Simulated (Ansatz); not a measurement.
# SnO2 (I4/m) in Ansatz: relaxation of cell and atoms with PBEsol

Aim: the relaxation of cell and atoms of SnO2 with PBEsol.

Program: Ansatz 0.2.0. These are calculated values, not measurements. Logs are shortened: lines on timing, memory, paths and dates and some standing lists are left out, and cuts for length are marked.

### Step 1. The crystal as given

It takes space group I4/m (No. 87, tetragonal). The conventional cell has a = 10.747 Å, b = 10.747 Å, c = 3.232 Å, α = 90.00°, β = 90.00°, γ = 90.00°. Sn (site symmetry m) is surrounded by 6 O at 2.06 to 2.14 Å. O (site symmetry m) has 3 Sn at 2.11 to 2.14 Å as nearest neighbours. Around O (site symmetry m) lie 3 Sn at 2.06 to 2.11 Å.

Measurements of this composition are mostly on another form, of space group No. 136.

### Step 2. Relaxation of cell and atoms, PBEsol

The input, input.yaml:

```yaml
crystal:
  lattice:
    - [-5.37331, 5.37331, 1.616233]
    - [5.37331, -5.37331, 1.616233]
    - [5.37331, 5.37331, -1.616233]
  atoms:
    - { symbol: Sn, position: [0.3510765, 0.8310675, 0.182144] }
    - { symbol: Sn, position: [0.8310675, 0.6489235, 0.479991] }
    - { symbol: Sn, position: [0.1689325, 0.3510765, 0.520009] }
    - { symbol: Sn, position: [0.6489235, 0.1689325, 0.817856] }
    - { symbol: O, position: [0.2056015, 0.1549285, 0.36053] }
    - { symbol: O, position: [0.8450715, 0.2056015, 0.050673] }
    - { symbol: O, position: [0.7943985, 0.8450715, 0.63947] }
    - { symbol: O, position: [0.1549285, 0.7943985, 0.949327] }
    - { symbol: O, position: [0.1610445, 0.5429605, 0.704005] }
    - { symbol: O, position: [0.5429605, 0.8389555, 0.381916] }
    - { symbol: O, position: [0.4570395, 0.1610445, 0.618084] }
    - { symbol: O, position: [0.8389555, 0.4570395, 0.295995] }
hamiltonian:
  xc: pbesol
  pseudopotentials: { kind: paw }
kpoints:
  mp_grid: { grid: [9, 9, 9] }
scf:
  occupations: { method: fermi_dirac, width: 0.05 }
output:
  forces: true
  stress: true
  eigenvalues: true
relax:
  f_tol: 0.01
  max_steps: 40
  cell: { stress_tol: 0.05 }
```

Potentials or basis: Ansatz PAW.

Run with:

```console
> ansatz run input.yaml --threads 4 --pin off --max-ram 11264MiB --backend cpu --events-out ev --progress --plain --runs-dir out
```

Log:

```text
Warning: RAYON_NUM_THREADS=4 ignored (pool sized by the plan → 4); use --threads N
basis.fft_grid_basis auto: the FFT boxes are laid along the combinations [[1, 1, 0], [0, 1, 0], [0, 0, 1]] of the cell's own vectors, 3.232, 7.769 and 7.769 Å long. The dense box has 24×54×54 points. Along the cell's own vectors, as sized, it would have 54×54×54, 2.25 times as many. Of the 8 symmetry operations that the crystal satisfies within crystal.symmetry.tolerance (time reversal apart; of a slab, those that keep its plane) the dense box along the cell's own vectors carries 8, and the one as laid loses 6 of those. basis.fft_grid_basis: typed keeps the cell's own vectors: state it where this run's energies or levels are differenced outside the engine with another run's, or held beside a run that keeps those vectors.
Engine: ansatz 0.2.0, x86_64-unknown-linux-gnu
Pseudopotentials: kind: paw
Pseudopotential: Sn, paw, valence charge 14, recommended cutoff 420 eV (normal), Sn.paw.azcp
Pseudopotential: O, paw, valence charge 6, recommended cutoff 420 eV (normal), O.paw.azcp
Functional definition: PBEsol
  exchange = pbesol_x
  correlation = pbesol_c
Crystal: 12 atoms, lattice volume = 186.658 Å³
Basis set: ecut = 420 eV, 3645 PW (Γ), FFT grids on a1+a2, a2, a3, exchange–correlation on 48×108×108 points (8 copies of the dense FFT grid, shifted against one another)
Bands: 64, of which v1, the nominal top of the filled ones, is band 52 counted from 1 (51 counted from 0)
Symmetry: 8 space group operations
Space group: I4/m (ITA 87), of the structure as read, at distance tolerance 5.7e-5 Å
k-points: 105 of 729
Non-local potential: Sn, projectors of the file, l = 0: 2, l = 1: 2, l = 2: 2, l = 3: 2
Non-local potential: O, projectors of the file, l = 0: 2, l = 1: 2, l = 2: 1
PAW form: soft (Blöchl's): semilocal exchange-correlation on the pseudo side does not see the compensation charge
PAW frozen core: Sn, regenerated for the run's functional, and the local potential with it (the file was generated under x = pbe(κ = 0.804, μ = 0.2195149727645171), c = pbe(β = 0.06672455060314922))
PAW frozen core: O, regenerated for the run's functional, and the local potential with it (the file was generated under x = pbe(κ = 0.804, μ = 0.2195149727645171), c = pbe(β = 0.06672455060314922))
PAW one-centre angular grid: Sn, 590 points (default); XC on 64 Gauss nodes
PAW one-centre angular grid: O, 110 points (default); XC on 64 Gauss nodes
Initial density: superposition of atomic densities (neutral atoms: chi_scale 0, normalization atom), corrected by the library's trained network
Initial wavefunctions: pseudopotential atomic-orbital guess
Functional: x = pbesol(κ = 0.804, μ = 0.12345679012345678), c = pbesol(β = 0.046)
SCF iter   1: F=—  HF=-28285.159504 eV  |F-HF|=—  |Δ(HF+E_count)|=         —  Δρ=1.48e-2  dr2=3.52e-1  ethr=1.77e-3  ⟨swp⟩=6.5  Hψ=28619  notcnv=0  defer=177
preconditioner: auto → Resta (q_TF=auto, 2.475 Å⁻¹)  ε∞=3.2  [insulator: Δε(μ)=1.590 eV  Ē_g=18.758 eV  σ=0.050 eV  W_gap=1.00  n_scr=48 (ndim 8)  ℏωp=27.7 eV  f_vac=0.216  D(μ)=0.00/eV (n_scr^D=0)  ε∞_Penn≈3.2  vacuum switching on, ρ_ref=2.6e-2 e/Å³]
SCF iter   2: F=—  HF=-28285.068377 eV  |F-HF|=—  |Δ(HF+E_count)|=   9.11e-2  Δρ=3.10e-3  dr2=9.17e-3  ethr=3.38e-4  ⟨swp⟩=2.0  Hψ=10559  notcnv=0  defer=680
SCF iter   3: F=—  HF=-28285.066888 eV  |F-HF|=—  |Δ(HF+E_count)|=   1.49e-3  Δρ=1.16e-3  dr2=1.84e-3  ethr=8.81e-6  ⟨swp⟩=2.7  Hψ=13605  notcnv=0  defer=680
SCF iter   4: F=—  HF=-28285.066788 eV  |F-HF|=—  |Δ(HF+E_count)|=   9.97e-5  Δρ=4.70e-4  dr2=3.89e-4  ethr=1.77e-6  ⟨swp⟩=3.0  Hψ=11628  notcnv=0  defer=680
SCF iter   5: F=—  HF=-28285.066747 eV  |F-HF|=—  |Δ(HF+E_count)|=   4.07e-5  Δρ=1.81e-4  dr2=5.95e-5  ethr=3.74e-7  ⟨swp⟩=2.0  Hψ=8742  notcnv=0  defer=680
SCF iter   6: F=—  HF=-28285.066965 eV  |F-HF|=—  |Δ(HF+E_count)|=   2.18e-4  Δρ=4.01e-5  dr2=2.63e-6  ethr=5.72e-8  ⟨swp⟩=2.0  Hψ=8180  notcnv=0  defer=680
SCF iter   7: F=—  HF=-28285.066967 eV  |F-HF|=—  |Δ(HF+E_count)|=   1.84e-6  Δρ=8.86e-6  dr2=1.39e-7  ethr=2.53e-9  ⟨swp⟩=2.1  Hψ=10015  notcnv=0  defer=680
SCF iter   8: F=-28285.066967 eV  HF=-28285.066967 eV  |F-HF|=1.67e-9  |Δ(HF+E_count)|=   5.99e-8  Δρ=1.81e-6  dr2=4.54e-9  ethr=9.62e-11  ⟨swp⟩=15.1  Hψ=36333  notcnv=0
SCF 1 converged in 8 iterations: F = -28285.066967 eV  dr2 = 4.54e-9
relax step   1: F+E_penalty+E_count = -28285.06696681 eV  Δ(F+E_penalty+E_count) = +0.000e0 eV  max|allowed force component| = 4.244e-1 eV/Å  Δτ_max = 0.0000 Å  P = -4.616 GPa  Ω = 186.658 Å³  (8 SCF iters, dr2 threshold 1.00e-7 eV, accepted)
Crystal: 12 atoms, lattice volume = 183.190 Å³
Basis set: ecut = 420 eV, 3565 PW (Γ), FFT grids on a1+a2, a2, a3, exchange–correlation on 48×108×108 points (8 copies of the dense FFT grid, shifted against one another)
Initial density: handed on by an earlier stage of this run
Initial wavefunctions: those handed on with the density
iter 1 solved again at ethr=7.22e-5 eV; its pass at ethr=3.10e-3 eV (dr2=7.51e-2 eV) is discarded
SCF iter   1: F=—  HF=-28285.205257 eV  |F-HF|=—  |Δ(HF+E_count)|=         —  Δρ=8.58e-3  dr2=7.69e-2  ethr=7.22e-5  ⟨swp⟩=3.9  Hψ=31118  notcnv=0  defer=3
preconditioner: auto → Resta (q_TF=auto, 2.483 Å⁻¹)  ε∞=3.2  [insulator: Δε(μ)=1.907 eV  Ē_g=19.044 eV  σ=0.050 eV  W_gap=1.00  n_scr=48 (ndim 8)  ℏωp=28.0 eV  f_vac=0.214  D(μ)=0.00/eV (n_scr^D=0)  ε∞_Penn≈3.2]
SCF iter   2: F=—  HF=-28285.183550 eV  |F-HF|=—  |Δ(HF+E_count)|=   2.17e-2  Δρ=3.23e-3  dr2=8.70e-3  ethr=7.22e-5  ⟨swp⟩=2.2  Hψ=11287  notcnv=0
[... 85 lines left out ...]
relax step   9: F+E_penalty+E_count = -28285.17655650 eV  Δ(F+E_penalty+E_count) = +9.747e-4 eV  max|allowed force component| = 9.846e-4 eV/Å  Δτ_max = 0.0000 Å  P = -0.010 GPa  Ω = 182.399 Å³  stress off target by 1.18e-2 GPa  SCF on the basis re-selected at this cell (its energy is not comparable with the rows above)  (7 SCF iters)
basis re-selected at this cell: Δ(F+E_penalty+E_count) = +9.747e-4 eV, ΔP = -0.004 GPa vs the last step (what re-selecting the basis moved, of the pressure what is left beyond the Pulay correction that the steps carried, after the strain that the cell walked since its last selection, with what the two solves' SCF thresholds leave and, on support functions, any second-order correction that the steps lacked; it is no measure of the basis error at this ecutwfc). This SCF's stress stands 1.18e-2 GPa from its target on what of the cell is left free (relax.cell.stress_tol is 5.00e-2 GPa) and its largest allowed force component is 9.85e-4 eV/Å (relax.f_tol is 1.00e-2 eV/Å): within both
SCF converged after 7 iterations
Free energy (F): -28285.176556 eV
Harris-Foulkes:  -28285.176556 eV  (|F-HF|=6.91e-11)
Internal energy: -28285.176556 eV  (E = F + TS)
E sigma→0 (E₀):  -28285.176556 eV
Fermi energy:    6.345282 eV
--- Per-component energies (eV) ---
  E_band       = -621.650732
  E_kinetic    = 2155.946859
  E_local      = -10391.006346  (includes V_loc(G=0)·N_el)
  E_nonlocal   = 276.770642
  E_hartree    = 5115.728244
  E_xc         = -2087.640660
  E_vxc        = -1123.347394  (∫ρ·V_xc dr)
  E_paw        = -17522.706955  (= ΣΔE_a)
  E_vpaw       = -1771.490217  (= ΣTr[D̂ρ^β])
  E_aug_tail   = 0.019440  (compensation charges beyond the density's cutoff)
  E_ewald      = -5833.709444
  E_core_change = 1.421662  (= ΣΔE_core)
  E_smearing   = -0.000000  (= −TS)
  E_closure    = 0.000000  (closes the sum)
  Σ components = -28285.176556   (vs F -28285.176556, Δ=0.00e0)
--- Forces (eV/Å), atoms counted from 1 ---
  atom   1  Sn    -0.00093144    -0.00085711     0.00000000
  atom   2  Sn     0.00085711    -0.00093144    -0.00000000
  atom   3  Sn    -0.00085711     0.00093144     0.00000000
  atom   4  Sn     0.00093144     0.00085711    -0.00000000
  atom   5  O      0.00098456     0.00006546    -0.00000000
  atom   6  O      0.00006546    -0.00098456     0.00000000
  atom   7  O     -0.00098456    -0.00006546    -0.00000000
  atom   8  O     -0.00006546     0.00098456     0.00000000
  atom   9  O      0.00006843     0.00016015     0.00000000
  atom  10  O     -0.00016015     0.00006843     0.00000000
  atom  11  O      0.00016015    -0.00006843     0.00000000
  atom  12  O     -0.00006843    -0.00016015     0.00000000
  max |Σ_I F_I| component: 4.34e-19 eV/Å
--- Stress (GPa, compression-positive) ---
       -0.008939       0.000000       0.000000
       -0.000000      -0.008939       0.000000
        0.000000      -0.000000      -0.011768
  P = ⅓ Tr σ = -0.0099 GPa (-0.099 kbar)
--- Band table (eV; the first three rows and the last of 105) ---
  k-point 0: bands = ["-15.1683", "-15.1683", "-14.9891", "-14.5645", "-14.4151", "-14.3711", "-14.3554", "-14.3554", "-14.3456", "-14.3456", "-14.3118", "-14.2950", "-14.2443", "-14.2141", "-14.1557", "-14.1557", "-14.1505", "-14.1505", "-14.0942", "-14.0783", "-12.9792", "-12.1529", "-11.7345", "-11.7345", "-11.4155", "-10.4301", "-9.9023", "-9.9023", "-1.1053", "-0.7324", "-0.7324", "1.0450", "1.7565", "2.3961", "2.3961", "2.6042", "2.6311", "2.6311", "2.7351", "3.4000", "3.7057", "4.0247", "4.1231", "4.4026", "4.4026", "4.5649", "4.5649", "4.6129", "4.7767", "5.0594", "5.0594", "5.0920", "7.1827", "10.1623", "10.1623", "10.5731", "12.0900", "12.0900", "12.5966", "12.6027", "14.4579", "15.8267", "15.9572", "15.9572"]
  k-point 1: bands = ["-15.1792", "-15.1688", "-14.9685", "-14.5702", "-14.4151", "-14.3777", "-14.3555", "-14.3555", "-14.3452", "-14.3425", "-14.3113", "-14.2955", "-14.2446", "-14.2177", "-14.1558", "-14.1556", "-14.1505", "-14.1504", "-14.0937", "-14.0788", "-12.9665", "-12.1921", "-11.7285", "-11.7098", "-11.3955", "-10.4866", "-9.8973", "-9.8692", "-1.2521", "-0.7472", "-0.5445", "1.0612", "1.7404", "2.3429", "2.3960", "2.5223", "2.6619", "2.6781", "2.7792", "3.4336", "3.6809", "4.0130", "4.1139", "4.3978", "4.4025", "4.5124", "4.5728", "4.6232", "4.7740", "4.9943", "5.0588", "5.1451", "7.2773", "10.0123", "10.1875", "10.6658", "12.0805", "12.0979", "12.5820", "12.6098", "14.4470", "15.7133", "15.9424", "16.0359"]
  k-point 2: bands = ["-15.2008", "-15.1699", "-14.9192", "-14.5889", "-14.4150", "-14.3905", "-14.3557", "-14.3555", "-14.3441", "-14.3381", "-14.3099", "-14.2969", "-14.2455", "-14.2263", "-14.1562", "-14.1551", "-14.1504", "-14.1500", "-14.0923", "-14.0801", "-12.9297", "-12.2864", "-11.7186", "-11.6411", "-11.3489", "-10.6174", "-9.8843", "-9.8041", "-1.4512", "-0.7838", "-0.2297", "1.1014", "1.6982", "2.2634", "2.3129", "2.3959", "2.7313", "2.8174", "2.8479", "3.4925", "3.6110", "3.9695", "4.1105", "4.3839", "4.3881", "4.4024", "4.5941", "4.6483", "4.7661", "4.9108", "5.0585", "5.1943", "7.5273", "9.7142", "10.2519", "10.7992", "12.0596", "12.1254", "12.5278", "12.6311", "14.4268", "15.5653", "15.9156", "16.0650"]
  k-point 104: bands = ["-15.3259", "-14.9632", "-14.8109", "-14.7875", "-14.4060", "-14.4050", "-14.3664", "-14.3551", "-14.3446", "-14.3311", "-14.3035", "-14.3030", "-14.2454", "-14.2450", "-14.1716", "-14.1684", "-14.1435", "-14.1316", "-14.0864", "-14.0859", "-12.5661", "-12.4179", "-12.3433", "-11.1955", "-11.0292", "-10.9926", "-10.0295", "-9.5886", "-2.0131", "-0.0446", "0.0123", "0.6426", "1.9705", "2.0691", "2.1316", "2.6875", "2.8138", "3.1129", "3.1625", "3.1981", "3.3319", "3.9570", "3.9766", "4.0095", "4.3712", "4.3904", "4.5722", "4.5859", "4.7278", "4.7318", "5.0845", "5.2709", "8.9976", "9.2146", "9.5309", "10.9887", "12.2105", "12.2353", "12.4217", "12.4348", "14.6003", "15.0754", "15.8696", "15.9153"]
--- Relaxed structure (7 steps of the walk, 7 accepted, 2 SCFs on fresh bases) ---
  F+E_penalty+E_count = -28285.17655650 eV   max|allowed force component| = 9.846e-4 eV/Å   (the final SCF, on the basis selected at the relaxed cell)
  cell:  # Å, volume = 182.3985 Å³
    - [-5.341006799315014, 5.341006799315014, 1.5985089264615382]
    - [5.341006799315014, -5.341006799315014, 1.5985089264615382]
    - [5.341006799315014, 5.341006799315014, -1.5985089264615382]
  atoms:
    - { symbol: Sn, position: [0.34921859231648134, 0.8340244154975367, 0.1832430078140181] }
    - { symbol: Sn, position: [0.8340244154975367, 0.6507814076835186, 0.4848058231810554] }
    - { symbol: Sn, position: [0.16597558450246333, 0.34921859231648134, 0.5151941768189446] }
    - { symbol: Sn, position: [0.6507814076835187, 0.16597558450246333, 0.816756992185982] }
    - { symbol: O, position: [0.20917928675604955, 0.15592256143693004, 0.3651018481929796] }
    - { symbol: O, position: [0.84407743856307, 0.20917928675604958, 0.05325672531911957] }
    - { symbol: O, position: [0.7908207132439504, 0.8440774385630699, 0.6348981518070205] }
    - { symbol: O, position: [0.15592256143693, 0.7908207132439505, 0.9467432746808806] }
    - { symbol: O, position: [0.1602537226464027, 0.5411736470698286, 0.7014273697162313] }
    - { symbol: O, position: [0.5411736470698287, 0.8397462773535973, 0.3809199244234262] }
    - { symbol: O, position: [0.4588263529301714, 0.1602537226464026, 0.619080075576574] }
    - { symbol: O, position: [0.8397462773535973, 0.4588263529301712, 0.2985726302837687] }
```

Run time: 2.8 min. Hardware: 4 threads of Intel Xeon Platinum 8259CL at 2.50GHz (Skylake/Cascade Lake), shared host; peak memory 1.3 GiB.

Results:

```
Free energy                            : -28285.1766 eV
Relaxed volume                         : 15.20 Å³/atom
Relaxed cell                           : a = 7.721 Å, b = 7.721 Å, c = 7.721 Å, α = 92.46°, β = 92.46°, γ = 156.10°
Space group after relaxing (to 0.05 Å) : I4/m (No. 87)
Energy gained by relaxing              : 9.1 meV/atom
Ionic steps                            : 9
Pressure after relaxing                : 0.0 GPa
Band gap on the k mesh                 : 1.91 eV, indirect (least direct gap 2.09 eV)
```

The path:
```tsv
step	energy change (eV)	largest force (eV/Å)	volume (Å³)
1	0.0000	0.5387	186.66
2	-0.1149	0.2508	183.19
3	-0.1270	0.1104	181.74
4	-0.1267	0.0669	182.24
5	-0.1257	0.0208	182.65
6	-0.1260	0.0062	182.61
7	-0.1095	0.0062	182.61
8	-0.1106	0.0013	182.40
9	-0.1096	0.0013	182.40
```

Final structure:
```
Sn O
1.0
    -5.34101    5.34101    1.59851
     5.34101   -5.34101    1.59851
     5.34101    5.34101   -1.59851
Sn O
4 8
Cartesian
  3.5681 -1.6106 1.5985
  1.6106 3.5681 1.5985
  3.7304 1.7730 0.0000
  1.7730 6.9517 0.0000
  1.6656 2.2345 0.0000
  -3.1066 3.6754 1.5985
  3.6754 3.1066 1.5985
  8.4476 1.6656 0.0000
  5.7808 1.7118 0.0000
  3.6292 0.4398 1.5985
  1.7118 4.9012 0.0000
  -0.4398 3.6292 1.5985
```

Caveat: odd divisions of the mesh miss points on the zone boundary, where band edges often lie, so the gap on the mesh can be too wide; the plane-wave basis is chosen anew once the cell has moved, so the energies of steps on either side of that aren't comparable; the pressure holds a Pulay correction of +0.7 GPa for the finite cutoff; spin-orbit coupling is left out, which moves the levels of the heavy elements; the PAW data sets come from PBE, with cores solved anew for the run's functional, which leaves a small shift of forces and pressure.
